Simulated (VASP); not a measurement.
# KI: single point with PBE0

**The experiment to reproduce.**

From a printed reference work, monograph, for a bulk crystal of KI: band gap 6.32 eV.

Crystal: KI.

```
CELL_PARAMETERS angstrom
0.00000 3.57926 3.57926
3.57926 0.00000 3.57926
3.57926 3.57926 0.00000
ATOMIC_POSITIONS crystal
I 0.50000 0.50000 0.50000
K 0.00000 0.00000 0.00000
```

| Property | Result |
| --- | --- |
| Program | VASP 6.6.1 |
| Task | single point |
| Functional | PBE0 |
| Potentials or basis | VASP PAW PBE potentials, release 64 (I, K_sv) |
| Cutoff | 520 eV |
| k mesh | 4 × 4 × 4 |
| Occupations | fermi-dirac, width 0.05 eV |
| Spin | no spin polarisation |
| Dipole correction | no |
| Grid for exact exchange (PRECFOCK) | Normal |
| Further INCAR settings | ALGO = Normal; EDIFF = 1e-06; NBANDS = 15 |
| Share of exact exchange | 0.25 |

```
Pressure               : -0.1 GPa
Band gap on the k mesh : 5.57 eV
```

Levels at points of the mesh, in eV from the valence-band top:
| k point | band 6 | band 7 | band 8 | band 9 | band 10 | band 11 |
| --- | --- | --- | --- | --- | --- | --- |
| (0.00, 0.00, 0.00) | 0.00 | 0.00 | 0.00 | 5.57 | 8.40 | 8.40 |
| (0.50, 0.00, 0.00) | -1.33 | -0.32 | -0.32 | 7.16 | 9.52 | 9.90 |
| (0.50, 0.50, 0.00) | -1.03 | -0.38 | -0.38 | 6.72 | 7.48 | 10.20 |

Wall time 9.7 min on 1 thread of Intel(R) Xeon(R) Platinum 8488C (Sapphire Rapids), on a shared host, peak memory 0.26 GiB.

Measured gap of KI: 6.32 eV (a printed reference work, monograph). This calculation gives 5.57 eV (-0.75 eV). Spin-orbit coupling on I is left out. The value is that of PBE0, without temperature or zero-point motion.

Caveat: the PAW data sets were made with another functional, which shifts forces and pressure a little; spin-orbit coupling is left out, which moves the levels of the heavy elements.
